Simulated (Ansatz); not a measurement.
TiTe, 2 atoms in the cell. Symmetry: Pm-3m, No. 221, cubic system. Conventional cell: a = 3.631 Å, b = 3.631 Å, c = 3.631 Å, α = 90.00°, β = 90.00°, γ = 90.00°. Ti (site symmetry m-3m) has 8 Te at 3.14 Å as nearest neighbours. Te (site symmetry m-3m) has 8 Ti at 3.14 Å as nearest neighbours. The cell comes from a database or a generator and needn't be the stable form of this composition.

```yaml
Program: Ansatz 0.2.0
Task: relaxation of cell and atoms
Functional: HSEsol
Potentials_or_basis: Ansatz PAW
Cutoff: "420 eV (not typed: the program's choice for these potentials)"
k_mesh: 4 × 4 × 4
Occupations: fermi-dirac, width 0.05 eV
Spin: no spin polarisation
```

Hardware: 1 × NVIDIA H100 80GB HBM3 with 2 threads of AMD EPYC 7R13 Processor (Zen 3) (shared host).

**Question.** Estimate the wall time of this run.

**Answer.** Run time: 37 s on 1 × NVIDIA H100 80GB HBM3 with 2 threads of AMD EPYC 7R13 Processor (Zen 3) (shared host), peak memory 1.7 GiB. Counts: scf iterations 101, plane waves 739, k points 10, bands 18, ion steps 6.
